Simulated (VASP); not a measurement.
# GeH4 in VASP: notebook

One molecule, GeH4, is run at these levels: HSE06+D3(BJ), PBE+D3(BJ); tasks: single point, vibrations by finite differences.

All numbers are computed with VASP 6.6.1; they aren't measurements. Logs are shortened: lines on timing, memory, paths and dates and some standing lists are left out, and cuts for length are marked.

### 1 Starting point

The cell holds a molecule in a box, 5 atoms: a = 12.801 Å, b = 13.301 Å, c = 13.801 Å, α = 90.00°, β = 90.00°, γ = 90.00°.

### 2 Single point, HSE06+D3(BJ)

POSCAR

```
GeH4                                    
1.0
   12.8008860920      0.0000000000      0.0000000000
    0.0000000000     13.3008860920      0.0000000000
    0.0000000000      0.0000000000     13.8008860920
  Ge              H             
     1     4
Selective dynamics
Direct
     0.4999998767999969    0.5037592014000012    0.4999998775999970   F   F   F
     0.4008613225107127    0.4665038006668069    0.4490196781054359   T   T   T
     0.4770747596644963    0.5202247082167010    0.6078869314809274   T   T   T
     0.5867890547983864    0.4251503065069521    0.4888724658132680   T   T   T
     0.5352745043855119    0.6031604252847809    0.4542203304839784   T   T   T
```

INCAR.step1

```
SYSTEM = GeH4
PREC = Accurate
ENCUT = 400
EDIFF = 1E-5
ISMEAR = 0
SIGMA = 0.01
LREAL = .FALSE.
LASPH = .TRUE.
NELM = 100
ALGO = Normal
ISIF = 2
LWAVE = .TRUE.
ISYM = 0
TIME = 0.4
GGA = PE
```

INCAR.step2

```
SYSTEM = GeH4
PREC = Accurate
ENCUT = 400
EDIFF = 1E-6
ISMEAR = 0
SIGMA = 0.01
LREAL = .FALSE.
LASPH = .TRUE.
NELM = 100
ALGO = Damped
ISIF = 2
LWAVE = .FALSE.
LCHARG = .FALSE.
GGA = PE
LHFCALC = .TRUE.
HFSCREEN = 0.2
PRECFOCK = Fast
IVDW = 12
VDW_S6 = 1.0
VDW_S8 = 2.31
VDW_A1 = 0.383
VDW_A2 = 5.685
ISYM = 0
TIME = 0.4
ISTART = 1
```

KPOINTS

```
Automatic mesh
0
G
  1 1 1
  0 0 0
```

Potentials or basis: VASP PAW PBE potentials, release 64 (Ge_d, H).

Launch:

```sh
> cat potpaw_PBE.64/Ge_d/POTCAR potpaw_PBE.64/H/POTCAR > POTCAR
> cp INCAR.step1 INCAR
> mpirun -np 4 vasp_gam > vasp.out
> cp INCAR.step2 INCAR
> mpirun -np 4 vasp_gam > vasp.out
```

OUTCAR:

```text
SYSTEM = GeH4
   PREC = Accurate
   ENCUT = 400
   EDIFF = 1E-6
   ISMEAR = 0
   LREAL = .FALSE.
   LASPH = .TRUE.
   NELM = 100
   ISIF = 2
   GGA = PE
   LHFCALC = .TRUE.
   HFSCREEN = 0.2
   PRECFOCK = Fast
   IVDW = 12
   ISYM = 0
   ISTART = 1
 IVDW          = 12

 ion  position               nearest neighbor table
   1  0.500  0.504  0.500-   3 1.53   4 1.53   5 1.53   2 1.53
   2  0.401  0.467  0.449-   1 1.53
   3  0.477  0.520  0.608-   1 1.53
   4  0.587  0.425  0.489-   1 1.53
   5  0.535  0.603  0.454-   1 1.53

IMPORTANT INFORMATION: All symmetrisations will be switched off!
NOSYMM: (Re-)initialisation of all symmetry stuff for point group C_1.

----------------------------------------------------------------------------------------

                                     Primitive cell

  volume of cell :    2349.7820

  direct lattice vectors                    reciprocal lattice vectors
    12.800886092  0.000000000  0.000000000     0.078119592  0.000000000  0.000000000
     0.000000000 13.300886092  0.000000000     0.000000000  0.075182961  0.000000000
     0.000000000  0.000000000 13.800886092     0.000000000  0.000000000  0.072459116

  length of vectors
    12.800886092 13.300886092 13.800886092     0.078119592  0.075182961  0.072459116

  position of ions in fractional coordinates (direct lattice)
     0.499999877  0.503759201  0.499999878
     0.400861323  0.466503801  0.449019678
     0.477074760  0.520224708  0.607886931
     0.586789055  0.425150307  0.488872466
     0.535274504  0.603160425  0.454220330

  ion indices of the primitive-cell ions
   primitive index   ion index
                 1           1
                 2           2
                 3           3
                 4           4
                 5           5

----------------------------------------------------------------------------------------

 KPOINTS: Automatic mesh

Automatic generation of k-mesh.
 Grid dimensions read from file:
 generate k-points for:    1    1    1

 Generating k-lattice:

  Cartesian coordinates                     Fractional coordinates (reciprocal lattice)
     0.078119592  0.000000000  0.000000000     1.000000000  0.000000000  0.000000000
     0.000000000  0.075182961  0.000000000     0.000000000  1.000000000  0.000000000
     0.000000000  0.000000000  0.072459116     0.000000000  0.000000000  1.000000000

  Length of vectors
     0.078119592  0.075182961  0.072459116

  Shift w.r.t. Gamma in fractional coordinates (k-lattice)
     0.000000000  0.000000000  0.000000000

 Subroutine IBZKPT returns following result:
 ===========================================

 Found      1 irreducible k-points:

 Following reciprocal coordinates:
            Coordinates               Weight
  0.000000  0.000000  0.000000      1.000000
   k-points           NKPTS =      1   k-points in BZ     NKDIM =      1   number of bands    NBANDS=     16
   number of dos      NEDOS =    301   number of ions     NIONS =      5
   total plane-waves  NPLWV = 680400
   dimension x,y,z NGX =    84 NGY =   90 NGZ =   90
   dimension x,y,z NGXF=   168 NGYF=  180 NGZF=  180
   ions per type =               1   4
   NGX,Y,Z   is equivalent  to a cutoff of  10.91, 11.25, 10.84 a.u.
   NGXF,Y,Z  is equivalent  to a cutoff of  21.82, 22.50, 21.68 a.u.
 SYSTEM =  GeH4
   PREC   = accura    normal or accurate (medium, high low for compatibility)
   ISTART =      1    job   : 0-new  1-cont  2-samecut
   ICHARG =      0    charge: 1-file 2-atom 10-const
   ISPIN  =      1    spin polarized calculation?
   LNONCOLLINEAR =      F non collinear calculations
   LSORBIT =      F    spin-orbit coupling
   LASPH  =      T    aspherical Exc in radial PAW
   ENCUT  =  400.0 eV  29.40 Ry    5.42 a.u.  20.88 21.69 22.51*2*pi/ulx,y,z
   NELM   =    100;   NELMIN=  2; NELMDL=  0     # of ELM steps
   EDIFF  = 0.1E-05   stopping-criterion for ELM
   LREAL  =      F    real-space projection
   EDIFFG = 0.1E-04   stopping-criterion for IOM
   NSW    =      0    number of steps for IOM
   IBRION =     -1    ionic relax: 0-MD 1-quasi-New 2-CG
   NFREE  =      0    steps in history (QN), initial steepest desc. (CG)
   ISIF   =      2    stress and relaxation
   ISYM   =      0    0-nonsym 1-usesym 2-fastsym
   POTIM  = 0.5000    time-step for ionic-motion
   TEBEG  =    0.0;   TEEND  =   0.0 temperature during run
   PSTRESS=    0.0 pullay stress
   NELECT =      18.0000    total number of electrons
   NUPDOWN=      -1.0000    fix difference up-down
   EMIN   =  10.00;   EMAX   =-10.00  energy-range for DOS
   EFERMI =   0.00;   METHOD = LEGACY
   ISMEAR =     0;   SIGMA  =   0.01  broadening in eV -4-tet -1-fermi 0-gaus
   EFERMI_NEDOS =   21; number of points for ismear=-14 and -15
   IALGO  =     53    algorithm
   IMIX   =      4    mixing-type and parameters
     AMIX     =   0.40;   BMIX     =  1.00
     AMIX_MAG =   1.60;   BMIX_MAG =  1.00
  volume/ion in A,a.u.               =     469.96      3171.42
  Fermi-wavevector in a.u.,A,eV,Ry     =   0.322718  0.609849  1.417004  0.104147
  Thomas-Fermi vector in A             =   1.211338
   LORBIT       =      0    0 simple, 1 ext, 2 COOP (PROOUT), +10 PAW based schemes
   GGA     = PE    functional components
   LHFCALC =     T    Hartree Fock is set to
   PRECFOCK=fast      Normal, Fast or Accurate (Low or Medium for compatibility)
   ENCUT4O =  -1.0   cutoff for four orbital integrals eV
   NKREDX  =     1    reduce k-point grid by
   NKREDY  =     1    reduce k-point grid by
   NKREDZ  =     1    reduce k-point grid by
   AEXX    =    0.2500 exact exchange contribution
   HFSCREEN=    0.2000 screening length (either q_TF or 0.3 A-1)
   HFSCREENC=   0.2000 screening length for correlation (either q_TF or 0.3 A-1)
   ENCUTFOCK=  -1.0 apply spherical cutoff to Coloumb kernel
   IVDW    =    12    specifies the selected vdW correction
   LEPSILON=     F    determine dielectric tensor
   LRPA    =     F    only Hartree local field effects (RPA)
 non-spin polarized calculation
 Gauss-broadening in eV      SIGMA  =   0.01
  energy-cutoff  :      400.00
  volume of cell :     2349.78
 maximum number of plane-waves:     21330
 NGX is ok and might be reduce to    84
  NGX = 42; NGY = 48; NGZ = 48
   NGX = 41   NGY = 43   NGZ = 45

 number of electron      18.0000000 magnetization

 Free energy of the ion-electron system (eV)
  ---------------------------------------------------
  ext. energy  EPLUGINS =         0.00000000
  ---------------------------------------------------
  free energy    TOTEN  =       -20.56266922 eV

  energy without entropy =      -20.56266922  energy(sigma->0) =      -20.56266922

 E-fermi :  -8.9910     XC(G=0):  -0.3973

 val. band max:       -9.1162563334   @ k =   0.0000   0.0000   0.0000
 cond. band min:      -0.4819604753   @ k =   0.0000   0.0000   0.0000
 fundamental gap:      8.6342958581
 Fermi energy:        -8.9909987572

 k-point     1 :       0.0000    0.0000    0.0000
  band No.  band energies     occupation
      1     -31.9343      2.00000
      2     -31.9342      2.00000
      3     -31.9340      2.00000
      4     -31.8551      2.00000
      5     -31.8549      2.00000
      6     -15.4261      2.00000
      7      -9.1184      2.00000
      8      -9.1171      2.00000
      9      -9.1163      2.00000
     10      -0.4820      0.00000
     11       0.4219      0.00000
     12       0.4522      0.00000
     13       0.4943      0.00000
     14       0.5349      0.00000
     15       0.6625      0.00000
     16       0.7218      0.00000

------------------------ aborting loop because EDIFF is reached ----------------------------------------

 Edisp (eV)   -0.03001

 E8    (eV) :    -0.0154

  FORCE on cell =-STRESS in cart. coord.  units (eV):
  Direction    XX          YY          ZZ          XY          YZ          ZX
  --------------------------------------------------------------------------------------
  -------------------------------------------------------------------------------------
  Total      -0.56378    -0.58189    -0.59441    -0.00244    -0.00099     0.00026
  in kB      -0.38441    -0.39676    -0.40529    -0.00166    -0.00067     0.00018
  external pressure =       -0.40 kB  Pullay stress =        0.00 kB

 VOLUME and BASIS-vectors are now :
 -----------------------------------------------------------------------------
  energy-cutoff  :      400.00
  volume of cell :     2349.78
      direct lattice vectors                 reciprocal lattice vectors
    12.800886092  0.000000000  0.000000000     0.078119592  0.000000000  0.000000000
     0.000000000 13.300886092  0.000000000     0.000000000  0.075182961  0.000000000
     0.000000000  0.000000000 13.800886092     0.000000000  0.000000000  0.072459116

 POSITION                                       TOTAL-FORCE (eV/Angst)
 -----------------------------------------------------------------------------------
      6.40044      6.70044      6.90044        -0.010801      0.001419      0.002433
      5.13138      6.20491      6.19687         0.157484      0.046784      0.083484
      6.10698      6.91945      8.38938         0.014954     -0.020026     -0.182173
      7.51142      5.65488      6.74687        -0.099063      0.105925      0.010880
      6.85199      8.02257      6.26864        -0.062575     -0.134103      0.085376
 -----------------------------------------------------------------------------------
    total drift:                                0.036408     -0.005755      0.007261

  FREE ENERGIE OF THE ION-ELECTRON SYSTEM (eV)
  ---------------------------------------------------
  free  energy   TOTEN  =       -20.5926840924 eV

  energy  without entropy=      -20.5926840924  energy(sigma->0) =      -20.59268409
```

It took 78 s on 4 MPI ranks of Intel Xeon Platinum 8488C (Sapphire Rapids), shared host; peak memory 0.61 GiB.

What came out:

```yaml
Free_energy: -20.5927 eV
Largest_force: 0.184 eV/Å
Gap_between_the_frontier_levels: 8.63 eV
Dispersion_energy_per_atom: -0.006 eV
```

Forces on the atoms (eV/Å):
```
Ge  -0.011  0.001  0.002
H    0.157  0.047  0.083
H    0.015 -0.020 -0.182
H   -0.099  0.106  0.011
H   -0.063 -0.134  0.085
```

Caveat: the PAW data sets were made with another functional, which shifts forces and pressure a little.

### 3 Vibrations by finite differences, PBE+D3(BJ)

INCAR

```
SYSTEM = GeH4
PREC = Accurate
ENCUT = 400
EDIFF = 1E-7
ISMEAR = 0
SIGMA = 0.01
LREAL = .FALSE.
LASPH = .TRUE.
NELM = 100
ALGO = Normal
ISIF = 2
LWAVE = .FALSE.
LCHARG = .FALSE.
GGA = PE
IVDW = 12
IBRION = 5
NFREE = 2
POTIM = 0.015
NSW = 1
ISYM = 0
```

KPOINTS is that of step 2.

POSCAR

```
GeH4                                    
1.0
   12.8008860920      0.0000000000      0.0000000000
    0.0000000000     13.3008860920      0.0000000000
    0.0000000000      0.0000000000     13.8008860920
  Ge              H             
     1     4
Selective dynamics
Direct
0.4999998767999969  0.5037592014000012  0.4999998775999970  T T T
0.4008613225107127  0.4665038006668069  0.4490196781054359  T T T
0.4770747596644963  0.5202247082167010  0.6078869314809274  T T T
0.5867890547983864  0.4251503065069521  0.4888724658132680  T T T
0.5352745043855119  0.6031604252847809  0.4542203304839784  T T T
```

Potentials or basis: VASP PAW PBE potentials, release 64 (Ge_d, H).

Launch:

```sh
> cat potpaw_PBE.64/Ge_d/POTCAR potpaw_PBE.64/H/POTCAR > POTCAR
> mpirun -np 4 vasp_gam > vasp.out
```

Wall time 10 min (4 MPI ranks of Intel Xeon Platinum 8488C (Sapphire Rapids), shared host); peak memory 0.44 GiB.

It converged, with:

* Highest phonon frequency at Γ, LO-TO splitting left out: 2112 cm⁻¹
* Most unstable mode: 30i cm⁻¹
* Dispersion energy per atom: -0.010 eV

Phonon frequencies in cm⁻¹ (negative: imaginary):
| q point | frequencies |
| --- | --- |
| (0.000, 0.000, 0.000) | -30 -15 -14 1 7 12 793 793 794 908 909 2095 2111 2111 2112 |

Caveat: some modes are imaginary.
